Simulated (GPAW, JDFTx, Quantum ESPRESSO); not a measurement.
**HfN: 3 runs at one level of theory**

```xyz
2
Lattice="0.0000 2.2560 2.2560 2.2560 0.0000 2.2560 2.2560 2.2560 0.0000" Properties=species:S:1:pos:R:3 pbc="T T T"
Hf    0.0000    0.0000    0.0000
N     2.2560    2.2560    2.2560
```

Alike in all runs: task single point; functional PBE; k mesh 10 × 10 × 10; occupations fermi-dirac, width 0.05 eV; no spin polarisation; no spin-orbit coupling. Pressure is positive in compression and, in plane waves, holds the error of the finite cutoff.

```csv
program and potentials,plane-wave cutoff (eV),notes,band gap (eV),pressure (GPa)
"JDFTx, PseudoDojo-SR-PBE-0.4.1-standard with smoothed tails",1143,-,no gap,5.97
"GPAW, GPAW PAW data sets (gpaw-data 1.2.1)",800,-,no gap,6.72
"Quantum ESPRESSO, SSSP 1.3 efficiency PBE",816,-,no gap,5.78
```

None finds a gap. The pressure spans 5.78 (Quantum ESPRESSO, SSSP 1.3 efficiency PBE) to 6.72 GPa (GPAW, GPAW PAW data sets (gpaw-data 1.2.1)).

Differences between rows come from potentials, basis sets and numerical settings, since the functional is the same but for its coding. Runs on potential files found faulty are left out.
